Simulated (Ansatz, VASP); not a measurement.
## Rh in VASP and in Ansatz

```xyz
1
Lattice="0.0000 1.9760 1.9760 1.9760 0.0000 1.9760 1.9760 1.9760 0.0000" Properties=species:S:1:pos:R:3 pbc="T T T"
Rh    0.0000    0.0000    0.0000
```

Alike in both runs: task single point; functional PBE; k mesh 18 × 18 × 18; occupations gaussian, width 0.1 eV; no spin polarisation.

```csv
,VASP,Ansatz
version,VASP 6.6.1,Ansatz 0.2.0
potentials or method,"VASP PAW PBE potentials, release 64 (Rh_pv)","scalar-relativistic, plane waves, PAW"
plane-wave cutoff (eV),520,420
valence electrons in the cell,15,17
```

|  | VASP | Ansatz | Ansatz less VASP |
| --- | --- | --- | --- |
| gap on the k mesh at the Fermi level (eV) | none | none | - |
| pressure (GPa) | -18.9 | -18.9 | -0.04 |

A gap of «none» marks a metal or a gap that the smearing closes. With one functional, cell and mesh, what is left measures potentials, basis and numerics. The two sets of potentials don't hold the same shells in valence.

Caveats: so large a pressure means that the cell lies far from this level's equilibrium, or that cutoff or potentials fall short (VASP).
